The equilibrium volume is the volume per atom at which the computed energy of the crystal is lowest. The hexagonal titanium cell was scaled up and down at fixed shape, the energy was computed at seven volumes for PBE and at five for each other functional, and a smooth curve through the energies gave the minimum. The bulk modulus $B$ measures how strongly the crystal resists a change of volume, and it is taken at that same minimum. The atoms are held still, without thermal or zero-point motion.

FLEUR MaX-R8.1 (later development tree), all-electron LAPW DFT for hexagonal Ti (P6_3/mmc, 2 atoms per cell) without spin polarisation, spin–orbit coupling or dispersion correction. The k mesh is 10 × 10 × 6, with Fermi–Dirac smearing of 0.05 eV and a plane-wave cutoff of 4.1 bohr⁻¹. The cell is scaled at fixed shape; the given cell has 17.64 Å³/atom.

| functional | equilibrium volume (Å³/atom) | equilibrium volume change (% of the given cell) | bulk modulus (GPa) |
| --- | --- | --- | --- |
| PBE | 17.400 | -1.330 | 111.40 |
| PBEsol | 16.728 | -5.150 | 118.40 |
| BLYP | 17.780 | 0.820 | 105.80 |
| r2SCAN | 17.312 | -1.830 | 117.50 |
| SCAN | 17.185 | -2.560 | 120.00 |

The column "equilibrium volume change" compares each minimum with the given cell, whose edges are close to those of titanium at room temperature. Read naively, it makes BLYP the best functional and PBEsol, which was designed for solids, the worst. The second verdict is sound and the first is not. The PBE row serves to test both.

**From PBE to PBEsol: a wrong volume behind a normal modulus**

PBE puts the minimum 1.3% below the given volume, PBEsol 5.2% below it. Yet nothing in the modulus column looks alarming. PBEsol gives 118 GPa, a little above PBE and close to r2SCAN and SCAN. A reader who checked only the stiffness would pass this row.

The modulus hides the error because each row is evaluated at a different volume. A metal stiffens when it is compressed, and PBEsol's minimum lies at a compressed volume. A fair comparison takes the curvature of every energy curve at the volume of the given cell, from the energies at three equally spaced volumes:

$$B(V)\approx V\,\frac{E(V+h)-2E(V)+E(V-h)}{h^2}$$

Here $E$ is the energy per atom and $h$ the step in volume. The result is 107 GPa for PBE and 99 GPa for PBEsol, with a possible error of about 1 GPa each from the printed digits of the energies. PBEsol has become the softest of the five. This comparison is also the safer one, since only one of PBEsol's computed volumes lies below its minimum.

The energies show what separates the two functionals. When the cell expands, the PBEsol energy climbs relative to the PBE energy, as if an extra pressure of about 4 GPa squeezed the crystal. This inward pull moves the minimum to a smaller volume. It also fades on expansion, from 4.4 GPa in the lower half of the interval to 4.1 GPa in the upper half. A pull that weakens as the crystal grows lowers the resistance to growth, so the same difference between the functionals makes the crystal both smaller and, at equal volume, softer.

Theory supplies the origin of the pull. Both functionals start from the energy of a uniform electron gas and correct it for the gradient of the density. What counts for exchange is the gradient divided by the density to the power 4/3, and this ratio tends to grow between the atoms as they move apart and the density there thins out. PBE rewards such regions with a larger lowering of the exchange energy than PBEsol does, so expansion costs less in PBE. PBEsol also weakens the gradient correction to correlation, which is expected to act the other way but not to outweigh exchange. The general rule is that a weaker gradient correction to exchange favours a smaller cell.

PBEsol weakens the correction in order to describe slowly varying densities well. Titanium is a hard case for that choice, because its 3d electrons and the 3s and 3p shells beneath them are compact and their density varies quickly. That this is where PBEsol goes wrong here is a reasoned attribution; the table has no calculation that separates these shells from the rest.

**BLYP: a good volume for a doubtful reason**

BLYP is the only functional that gives a volume above the given cell, by 0.8%. Its modulus of 106 GPa is the lowest in the table, but this again reflects the volume. At the volume of the given cell BLYP is no softer than PBE; if anything, it is slightly stiffer.

Its lead in volume rests on comparing motionless atoms with a crystal at room temperature. Vibrations push a crystal outward when their frequencies fall as it expands, which holds on average for titanium. The outward pressure is $\gamma E_{\mathrm{vib}}/V$, where $E_{\mathrm{vib}}$ is the vibrational energy per atom and $\gamma$ says by how many per cent the frequencies fall when the volume grows by one per cent. Dividing by the bulk modulus turns this pressure into a relative expansion:

$$\frac{\Delta V}{V}\approx\frac{\gamma\,E_{\mathrm{vib}}}{B\,V},\qquad E_{\mathrm{vib}}\approx 3k_{\mathrm B}T$$

At 300 K, $3k_{\mathrm B}T$ is about 0.078 eV, and $\gamma$ for titanium is roughly 1.2, a recalled value. The numerator is then about 0.09 eV. With PBE's modulus and volume, $BV$ is about 12 eV. The expansion comes to about 0.8%, so a calculation with motionless atoms should aim at a volume that much below the given cell.

Against this target PBE is too small by about 0.6% and BLYP too large by about 1.6%. The estimate is crude, and no vibrational calculation is at hand to test it, but the reversal needs only about a third of it. With the given cell taken as the measured one, PBE and BLYP miss equally if the expansion is 0.26%, because the midpoint of their two deviations lies that far below zero, and any larger value favours PBE. For PBEsol the correction changes little, since its deviation is nearly seven times the estimated expansion.

There is also a physical reason to distrust BLYP's agreement. Its correlation part does not reproduce the uniform electron gas, in which it gives too little correlation energy. In a metal the outer electrons are spread out and partly resemble such a gas, and correlation there favours higher density. What counts for the volume is how much correlation energy is gained on compression. That gain is expected to be too small as well, which would leave the crystal too large. BLYP differs from PBE in exchange as well, however, so the table cannot assign the 2.2% difference in volume to correlation alone.

**r2SCAN and SCAN: the same two tests**

The last two functionals also respond to the kinetic energy density of the electrons. Both give volumes below the given cell. After the vibrational estimate r2SCAN is about 1.1% too small, closer than BLYP, while SCAN is about 1.8% too small, roughly as far off as BLYP but on the other side.

SCAN's tabulated modulus is 2.5 GPa above that of r2SCAN. At the volume of the given cell the two agree within the error from the printed digits, so this gap is in line with their different volumes and is no sign of a stiffer bond in SCAN. Why the volumes differ is left open here, because it is not known whether the electron density was recomputed consistently with each functional. The r2SCAN run also lists a cutoff for the non-spherical part of the potential that the other runs do not list.

For practical use, moduli from different functionals should be compared at one common volume, and a computed volume should be judged against a target corrected for vibrations. The deviations near 1% deserve caution, since the ratio of the cell edges was held fixed and convergence with the mesh and the basis was not tested. The analysis printed below adjusts no parameter to the rows; it gives the moduli at the common volume and the deviations before and after the vibrational estimate.

Output of the analysis:

```
Modulus at own minimum and at the given volume, GPa:
     row  own_minimum  given_volume  pressure_at_given_volume
     PBE        111.4         106.7                     -1.34
  PBEsol        118.4          98.8                    -5.587
    BLYP        105.8         108.5                     1.011
  r2SCAN        117.5         110.7                    -1.965
    SCAN          120         110.7                    -2.828
Largest rounding error of one modulus at the given volume, GPa: 1.136
PBEsol minus PBE, modulus at own minimum, GPa: 7
PBEsol minus PBE, modulus at given volume, GPa: -7.949
BLYP minus PBE, modulus at own minimum, GPa: -5.6
BLYP minus PBE, modulus at given volume, GPa: 1.703
Inward pull of PBEsol relative to PBE, smaller volumes, GPa: 4.406
Inward pull of PBEsol relative to PBE, larger volumes, GPa: 4.088
PBEsol volume relative to PBE, %: -3.862
BLYP volume relative to PBE, %: 2.184
Number of functionals with a volume below the given cell: 4
Estimated vibrational expansion at 300 K, % of volume: 0.7693
Expansion at which PBE and BLYP miss equally, %: 0.255
Expansion at which r2SCAN and BLYP miss equally, %: 0.505
PBEsol miss divided by estimated expansion: 6.695
Volume miss in % before and after the vibrational estimate:
     row  against_given_cell  against_static_target
     PBE               -1.33                -0.5607
  PBEsol               -5.15                 -4.381
    BLYP                0.82                  1.589
  r2SCAN               -1.83                 -1.061
    SCAN               -2.56                 -1.791
```
